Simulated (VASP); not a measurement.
# ZnSe (F-43m) in VASP: a series of runs

The runs below take ZnSe through relaxation of cell and atoms, with PBE.

Everything below comes from runs of VASP 6.6.1. Logs are shortened: lines on timing, memory, paths and dates and some standing lists are left out, and cuts for length are marked.

**1. The structure**

Symmetry: F-43m, No. 216, cubic system. Conventional cell: a = 5.668 Å, b = 5.668 Å, c = 5.668 Å, α = 90.00°, β = 90.00°, γ = 90.00°. Zn (site symmetry -43m) is surrounded by 4 Se at 2.45 Å. Around Se (site symmetry -43m) lie 4 Zn at 2.45 Å.

**2. Relaxation of cell and atoms, PBE**

Input file INCAR:

```
ALGO     = Fast           # electronic algorithm
EDIFF    = 1E-7           # SCF threshold, eV
EDIFFG   = -0.002         # ionic threshold
ENCUT    = 520            # plane-wave cutoff, eV
GGA      = PE             # functional
IBRION   = 2              # ionic algorithm
ISIF     = 3              # what is computed and relaxed
ISMEAR   = 0              # smearing method
KPAR     = 4            
LASPH    = True           # aspherical terms in the spheres
LCHARG   = False          # write CHGCAR
LREAL    = False          # projectors in reciprocal space
LWAVE    = False          # write WAVECAR
NELM     = 100            # most SCF steps
NSW      = 80             # ionic steps
PREC     = Accurate       # precision mode
SIGMA    = 0.02           # smearing width, eV
```

Input file KPOINTS:

```
k-points
0
Gamma
  10 10 10
```

Input file POSCAR:

```
ZnSe
1.0
    0.0000000000      2.8338000000      2.8338000000
    2.8338000000      0.0000000000      2.8338000000
    2.8338000000      2.8338000000      0.0000000000
Zn Se
1 1
Direct
    0.0000000000      0.0000000000      0.0000000000
    0.2500000000      0.2500000000      0.2500000000
```

Potentials or basis: VASP PAW PBE potentials, release 64 (Zn, Se).

The run is started by

```sh
cat potpaw_PBE.64/Zn/POTCAR potpaw_PBE.64/Se/POTCAR > POTCAR
mpirun -np 4 vasp_std > vasp.out
```

OUTCAR:

```text
EDIFF = 1E-7
   EDIFFG = -0.002
   ENCUT = 520
   GGA = PE
   IBRION = 2
   ISIF = 3
   ISMEAR = 0
   LASPH = True
   LREAL = False
   NELM = 100
   NSW = 80
   PREC = Accurate

 ion  position               nearest neighbor table
   1  0.000  0.000  0.000-   2 2.45   2 2.45   2 2.45   2 2.45
   2  0.250  0.250  0.250-   1 2.45   1 2.45   1 2.45   1 2.45

  LATTYP: Found a face centered cubic cell.
 ALAT       =     5.6676000000

  Lattice vectors:

 A1 = (   0.0000000000,   2.8338000000,   2.8338000000)
 A2 = (   2.8338000000,   0.0000000000,   2.8338000000)
 A3 = (   2.8338000000,   2.8338000000,   0.0000000000)

Analysis of symmetry for initial positions (statically):
=====================================================================
 Subroutine PRICEL returns:
 Original cell was already a primitive cell.

 Routine SETGRP: Setting up the symmetry group for a
 face centered cubic supercell.

 Subroutine GETGRP returns: Found 24 space group operations
 (whereof 24 operations were pure point group operations)
 out of a pool of 48 trial point group operations.

The static configuration has the point symmetry T_d .

Analysis of symmetry for dynamics (positions and initial velocities):
=====================================================================
 Subroutine PRICEL returns:
 Original cell was already a primitive cell.

 Routine SETGRP: Setting up the symmetry group for a
 face centered cubic supercell.

 Subroutine GETGRP returns: Found 24 space group operations
 (whereof 24 operations were pure point group operations)
 out of a pool of 48 trial point group operations.

The dynamic configuration has the point symmetry T_d .

 Subroutine INISYM returns: Found 24 space group operations
 (whereof 24 operations are pure point group operations),
 and found     1 'primitive' translations

----------------------------------------------------------------------------------------

                                     Primitive cell

  volume of cell :      45.5132

  direct lattice vectors                    reciprocal lattice vectors
     0.000000000  2.833800000  2.833800000    -0.176441527  0.176441527  0.176441527
     2.833800000  0.000000000  2.833800000     0.176441527 -0.176441527  0.176441527
     2.833800000  2.833800000  0.000000000     0.176441527  0.176441527 -0.176441527

  length of vectors
     4.007598393  4.007598393  4.007598393     0.305605690  0.305605690  0.305605690

[... 122 lines left out ...]

 number of electron      18.0000012 magnetization

 Free energy of the ion-electron system (eV)
  ---------------------------------------------------
  ext. energy  EPLUGINS =         0.00000000
  ---------------------------------------------------
  free energy    TOTEN  =        -6.02076840 eV

  energy without entropy =       -6.02076840  energy(sigma->0) =       -6.02076840

------------------------ aborting loop because EDIFF is reached ----------------------------------------

  FORCE on cell =-STRESS in cart. coord.  units (eV):
  Direction    XX          YY          ZZ          XY          YZ          ZX
  --------------------------------------------------------------------------------------
  -------------------------------------------------------------------------------------
  Total        0.6755198      0.6755198      0.6755198      0.0000000      0.0000000      0.0000000
  in kB       23.7799581     23.7799581     23.7799581      0.0000000      0.0000000      0.0000000
  external PRESSURE =      23.7799581 kB  Pullay stress =       0.0000000 kB
[... 89 lines left out ...]
  FREE ENERGIE OF THE ION-ELECTRON SYSTEM (eV)
  ---------------------------------------------------
  free  energy   TOTEN  =        -6.0331513661 eV

  energy  without entropy=       -6.0331513661  energy(sigma->0) =       -6.03315137

[... ionic steps 4 to 7 ...]

--------------------------------------- Ionic step        8  -------------------------------------------

 number of electron      18.0000016 magnetization

------------------------ aborting loop because EDIFF is reached ----------------------------------------
[... 67 lines left out ...]
--------------------------------------- Ionic step       10  -------------------------------------------

 number of electron      18.0000016 magnetization

 Free energy of the ion-electron system (eV)
  ---------------------------------------------------
  ext. energy  EPLUGINS =         0.00000000
  ---------------------------------------------------
  free energy    TOTEN  =        -6.03315258 eV

  energy without entropy =       -6.03315258  energy(sigma->0) =       -6.03315258

 E-fermi :   1.4292     XC(G=0):  -9.1507

 val. band max:        1.2964541509   @ k =   0.0000   0.0000   0.0000
 cond. band min:       2.4370363890   @ k =   0.0000   0.0000   0.0000
 fundamental gap:      1.1405822380
 Fermi energy:         1.4292152452

 k-point     1 :       0.0000    0.0000    0.0000
  band No.  band energies     occupation
      1     -11.7281      2.00000
      2      -5.1190      2.00000
      3      -5.1190      2.00000
      4      -5.1190      2.00000
      5      -4.7826      2.00000
      6      -4.7826      2.00000
      7       1.2965      2.00000
      8       1.2965      2.00000
      9       1.2965      2.00000
     10       2.4370      0.00000
     11       7.1072      0.00000
     12       7.1072      0.00000
     13       7.1072      0.00000
[... 354 lines left out ...]
  band No.  band energies     occupation
      1     -10.9718      2.00000
      2      -5.0737      2.00000
      3      -4.9516      2.00000
      4      -4.9406      2.00000
      5      -4.7512      2.00000
      6      -4.7496      2.00000
      7      -2.6018      2.00000
      8      -0.5711      2.00000
      9      -0.3614      2.00000
     10       4.8921      0.00000
     11       5.4029      0.00000
     12       9.4324      0.00000
     13      10.3623      0.00000

 [... further k-points ...]

------------------------ aborting loop because EDIFF is reached ----------------------------------------

  FORCE on cell =-STRESS in cart. coord.  units (eV):
  Direction    XX          YY          ZZ          XY          YZ          ZX
  --------------------------------------------------------------------------------------
  -------------------------------------------------------------------------------------
  Total        0.0026965      0.0026965      0.0026965      0.0000000      0.0000000      0.0000000
  in kB        0.0914110      0.0914110      0.0914110      0.0000000      0.0000000      0.0000000
  external PRESSURE =       0.0914110 kB  Pullay stress =       0.0000000 kB
[... 17 lines left out ...]
  FREE ENERGIE OF THE ION-ELECTRON SYSTEM (eV)
  ---------------------------------------------------
  free  energy   TOTEN  =        -6.0331525841 eV

  energy  without entropy=       -6.0331525841  energy(sigma->0) =       -6.03315258

 reached required accuracy - stopping structural energy minimisation
```

OSZICAR:

```text
N       E                     dE             d eps       ncg     rms          rms(c)
DAV:   1     0.851929017210E+02    0.85193E+02   -0.90656E+03  1222   0.158E+03
DAV:   2    -0.643142131761E+00   -0.85836E+02   -0.81816E+02  1307   0.272E+02
DAV:   3    -0.625323319969E+01   -0.56101E+01   -0.55799E+01  1562   0.700E+01
DAV:   4    -0.630841159770E+01   -0.55178E-01   -0.55168E-01  1282   0.727E+00
[... 79 lines left out ...]
RMM:   5    -0.603315243545E+01    0.37246E-07   -0.64211E-08   624   0.390E-03
   9 F= -.60331524E+01 E0= -.60331524E+01  d E =-.941596E-06
       N       E                     dE             d eps       ncg     rms          rms(c)
DAV:   1    -0.603315305358E+01   -0.58089E-06   -0.53853E-06  1527   0.483E-02    0.476E-03
RMM:   2    -0.603315266230E+01    0.39129E-06   -0.13724E-06  1142   0.171E-02    0.172E-03
RMM:   3    -0.603315258410E+01    0.78193E-07   -0.62933E-08   620   0.214E-03
  10 F= -.60331526E+01 E0= -.60331526E+01  d E =-.109025E-05
```

Wall time 29 s (4 MPI ranks of Intel Xeon 6975P-C (Granite Rapids), shared host); peak memory 0.19 GiB.

What came out:

| Item | Value |
| --- | --- |
| Free energy | -6.0332 eV |
| Relaxed volume | 23.63 Å³/atom |
| Relaxed cell | a = 4.058 Å, b = 4.058 Å, c = 4.058 Å, α = 60.00°, β = 60.00°, γ = 60.00° |
| Space group after relaxing (to 0.05 Å) | F-43m (No. 216) |
| Energy gained by relaxing | 6.2 meV/atom |
| Ionic steps | 10 |
| Pressure after relaxing | 0.0 GPa |
| Band gap on the k mesh | 1.14 eV, direct |

Step by step:
| step | energy change (eV) | largest force (eV/Å) | pressure (GPa) | volume (Å³) |
| --- | --- | --- | --- | --- |
| 1 | 0.0000 | 0.0000 | 2.38 | 45.51 |
| 2 | -0.0114 | 0.0000 | -0.63 | 47.77 |
| 3 | -0.0124 | 0.0000 | 0.03 | 47.25 |
| 4 | -0.0124 | 0.0000 | -0.02 | 47.28 |
| 5 | -0.0124 | 0.0000 | -0.03 | 47.27 |
| 6 | -0.0124 | 0.0000 | 0.06 | 47.21 |
| 7 | -0.0124 | 0.0000 | 0.03 | 47.24 |
| 8 | -0.0124 | 0.0000 | 0.05 | 47.25 |
| 9 | -0.0124 | 0.0000 | 0.03 | 47.26 |
| 10 | -0.0124 | 0.0000 | 0.01 | 47.26 |

Final structure:
```
Zn Se
1.0
     0.00000    2.86965    2.86965
     2.86965    0.00000    2.86965
     2.86965    2.86965    0.00000
Zn Se
1 1
Cartesian
  0.0000 0.0000 0.0000
  1.4348 1.4348 1.4348
```

Levels at points of the mesh, in eV from the valence-band top:
```csv
k point,band 5,band 6,band 7,band 8,band 9,band 10,band 11,band 12,band 13
"(0.00, 0.00, 0.00)",-6.08,-6.08,0.00,0.00,0.00,1.14,5.81,5.81,5.81
"(0.50, 0.00, 0.00)",-6.06,-5.93,-4.99,-0.81,-0.81,2.48,6.39,6.39,8.47
"(0.50, 0.50, 0.00)",-6.04,-5.91,-4.59,-2.05,-2.05,3.07,3.46,10.47,10.99
```

**3. Relaxation of cell and atoms, PBE**

This run uses another cell than the first one, of 23.63 Å³/atom, 1.038 times its volume.

INCAR is that of step 2.

KPOINTS is that of step 2.

Input file POSCAR:

```
ZnSe                                    
1.0
    0.0000000000      2.8696505241      2.8696505241
    2.8696505241      0.0000000000      2.8696505241
    2.8696505241      2.8696505241      0.0000000000
  Zn              Se            
     1     1
Direct
     0.0000000000000000    0.0000000000000000    0.0000000000000000
     0.2500000000000000    0.2500000000000000    0.2500000000000000
```

Potentials or basis: VASP PAW PBE potentials, release 64 (Zn, Se).

The run is started by

```sh
cat potpaw_PBE.64/Zn/POTCAR potpaw_PBE.64/Se/POTCAR > POTCAR
mpirun -np 4 vasp_std > vasp.out
```

Wall time 11 s (4 MPI ranks of Intel Xeon 6975P-C (Granite Rapids), shared host); peak memory 0.17 GiB.

It converged, with:

* Free energy: -6.0332 eV
* Relaxed volume: 23.64 Å³/atom
* Relaxed cell: a = 4.059 Å, b = 4.059 Å, c = 4.059 Å, α = 60.00°, β = 60.00°, γ = 60.00°
* Space group after relaxing (to 0.05 Å): F-43m (No. 216)
* Energy gained by relaxing: 0.0 meV/atom
* Ionic steps: 3
* Pressure after relaxing: 0.0 GPa
* Band gap on the k mesh: 1.14 eV, direct

Final structure:
```
Zn Se
1.0
     0.00000    2.86987    2.86987
     2.86987    0.00000    2.86987
     2.86987    2.86987    0.00000
Zn Se
1 1
Cartesian
  0.0000 0.0000 0.0000
  1.4349 1.4349 1.4349
```

Levels at points of the mesh, in eV from the valence-band top:
| k point | band 5 | band 6 | band 7 | band 8 | band 9 | band 10 | band 11 | band 12 | band 13 |
| --- | --- | --- | --- | --- | --- | --- | --- | --- | --- |
| (0.00, 0.00, 0.00) | -6.08 | -6.08 | 0.00 | 0.00 | 0.00 | 1.14 | 5.81 | 5.81 | 5.81 |
| (0.50, 0.00, 0.00) | -6.06 | -5.93 | -4.99 | -0.81 | -0.81 | 2.48 | 6.39 | 6.39 | 8.47 |
| (0.50, 0.50, 0.00) | -6.03 | -5.91 | -4.59 | -2.05 | -2.05 | 3.07 | 3.46 | 10.47 | 10.99 |

As with any semilocal functional, this PBE gap is likely too small.
